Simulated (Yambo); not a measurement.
A run of Yambo 5.3.0 is set up as follows.

Contents of g0w08.in:

```
gw0
dyson
el_el_corr
rim_cut
HF_and_locXC
ppa
em1d
RandQpts= 1000000
RandGvec= 50 RL
EXXRLvcs= 50 Ry
VXCRLvcs= 50 Ry
UseNLCC
Chimod= "HARTREE"
% BndsRnXp
 1 | 154 |
%
NGsBlkXp= 15 Ry
% LongDrXp
 1 | 1 | 1 |
%
PPAPntXp= 27.21138 eV
% GbndRnge
 1 | 154 |
%
GTermKind= "none"
DysSolver= "n"
ExtendOut
% QPkrange
 1 | 1 | 4 | 5 |
 13 | 13 | 4 | 5 |
%
```

scf.in

```
&CONTROL
  calculation = 'scf'
  prefix = 'pwscf'
  outdir = './tmp'
  pseudo_dir = './pseudo'
/
&SYSTEM
  ibrav = 0
  nat = 2
  ntyp = 2
  ecutwfc = 50
  ecutrho = 202
  nbnd = 9
  occupations = 'smearing'
  smearing = 'fd'
  degauss = 0.00367493
  force_symmorphic = .true.
/
&ELECTRONS
  conv_thr = 4d-10
  electron_maxstep = 120
  mixing_beta = 0.5
/
ATOMIC_SPECIES
Al    26.9815 Al.upf
N     14.0070 N.upf
CELL_PARAMETERS angstrom
   0.0000000000    2.1839935596    2.1839935596
   2.1839935596    0.0000000000    2.1839935596
   2.1839935596    2.1839935596    0.0000000000
ATOMIC_POSITIONS crystal
Al     0.0000000000    0.0000000000    0.0000000000
N      0.2500000000    0.2500000000    0.2500000000
K_POINTS automatic
10 10 10 0 0 0
```

nscf.in

```
&CONTROL
  calculation = 'nscf'
  prefix = 'pwscf'
  outdir = './tmp'
  pseudo_dir = './pseudo'
/
&SYSTEM
  ibrav = 0
  nat = 2
  ntyp = 2
  ecutwfc = 50
  ecutrho = 202
  nbnd = 154
  occupations = 'fixed'
  force_symmorphic = .true.
/
&ELECTRONS
  conv_thr = 1d-08
  diago_full_acc = .true.
  diago_thr_init = 1d-06
/
ATOMIC_SPECIES
Al    26.9815 Al.upf
N     14.0070 N.upf
CELL_PARAMETERS angstrom
   0.0000000000    2.1839935596    2.1839935596
   2.1839935596    0.0000000000    2.1839935596
   2.1839935596    2.1839935596    0.0000000000
ATOMIC_POSITIONS crystal
Al     0.0000000000    0.0000000000    0.0000000000
N      0.2500000000    0.2500000000    0.2500000000
K_POINTS automatic
6 6 6 0 0 0
```

Potentials or basis: PseudoDojo 0.4.1 SR PBE standard.

The run is started by

```console
$ OMP_NUM_THREADS=1 pw.x -in scf.in > scf.out
$ OMP_NUM_THREADS=1 pw.x -in nscf.in > nscf.out
$ cd tmp/pwscf.save; p2y; mv SAVE ../..; cd ../..
$ OMP_NUM_THREADS=1 yambo
$ mkdir -p g0w08; ln -s $PWD/g0w00/ndb.pp* g0w08/
$ mkdir -p g0w08; ln -s $PWD/g0w00/ndb.RIM g0w08/
$ OMP_NUM_THREADS=1 yambo -F g0w08.in -J g0w08 -C g0w08_out
```

**Question.** Estimate the quasiparticle gap.

**Answer.** 4.29 eV.

**Question.** Estimate the least direct quasiparticle gap.

**Answer.** 5.52 eV.

**Question.** Estimate the band gap on the k mesh, mean-field level.

**Answer.** 3.33 eV, indirect (least direct gap 4.18 eV).

**Question.** Predict the quasiparticle gap at Γ.

**Answer.** 5.52 eV.

**Question.** Estimate the band gap of the same states before the correction.

**Answer.** 3.33 eV.

Quasiparticle terms (eV):
```csv
k point,band,Kohn-Sham level,Vxc,Σx,Σc,Z,result
"(0.000, 0.000, 0.000)",4,0.00,-17.38,-20.92,2.76,0.79,-0.62
"(0.000, 0.000, 0.000)",5,4.18,-12.83,-8.11,-3.83,0.82,4.91
"(0.000, -0.500, -0.500)",4,-1.77,-15.81,-20.08,3.09,0.79,-2.70
"(0.000, -0.500, -0.500)",5,3.33,-9.25,-5.07,-3.77,0.84,3.67
```

Caveat: this version prints the column dSc/dw multiplied by 27.2; Vxc holds the model core while the exchange holds valence states alone, which moves gaps by tenths of an eV. A k mesh can miss the band edges.
